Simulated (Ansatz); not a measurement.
TiO2 in the fluorite structure, relaxed with r2SCAN in the plane-wave code Ansatz: it is cubic, Fm-3m (No. 225); conventional cell a = 4.794 Å, 9.18 Å³ an atom. Ti is surrounded by 8 O at 2.08 Å; O is surrounded by 4 Ti at 2.08 Å. It was then strained (uniaxial along [111], other directions held), atoms relaxed again within the symmetry left. Unstrained, HSE06 gives 2.630 eV (X → Γ, 6×6×6 mesh), and the band edges keep their places in every row. Only one sign of strain is shown, since it lowers the symmetry, and equivalent edge states can then move with another slope on the other side. Stress is positive in compression. The structure was generated, not taken from experiment, and needn't be the ground state; spin polarisation is off.

Axes as in this cell:
```yaml
crystal:
  lattice:
    - [0.00000, 2.39683, 2.39683]
    - [2.39683, 0.00000, 2.39683]
    - [2.39683, 2.39683, 0.00000]
  atoms:
    - { symbol: Ti, position: [0.00000, 0.00000, 0.00000] }
    - { symbol: O, position: [0.25000, 0.25000, 0.25000] }
    - { symbol: O, position: [0.75000, 0.75000, 0.75000] }
```

```
strain (%)        ε  ΔE_g, HSE06 (eV)  Δmean stress, r2SCAN (GPa)
     +1.03  +0.0103            -0.015                       -2.76
     +1.29  +0.0129            -0.018                       -3.42
     +4.04  +0.0404            -0.050                       -9.84
```

Fit ΔE_g = a x + b x² to these rows by least squares, with x = ε.
The normal equations take Σx² = 1.905e-03, Σx³ = 6.918e-05, Σx⁴ = 2.703e-06, ΣxΔE = -2.407e-03 and Σx²ΔE = -8.619e-05, and give a = -1.50 eV, b = +6.4 eV; the largest residual is 0.000 eV.

Fit the change of mean stress in the same way.
Δmean stress = -275.7 x + (795) x² GPa. The volume strain equals ε here, so in a cubic crystal the slope, 276 GPa, is the bulk modulus.

Predict the withheld row at +3.66 % (x = +0.0366).
ΔE_g ≈ -1.50 × (+0.0366) + (6.4) × (+0.0366)² = -0.046 eV, and Δmean stress ≈ -9.03 GPa. The runs give -0.046 eV and -9.03 GPa, off by 0.000 eV and 0.00 GPa.
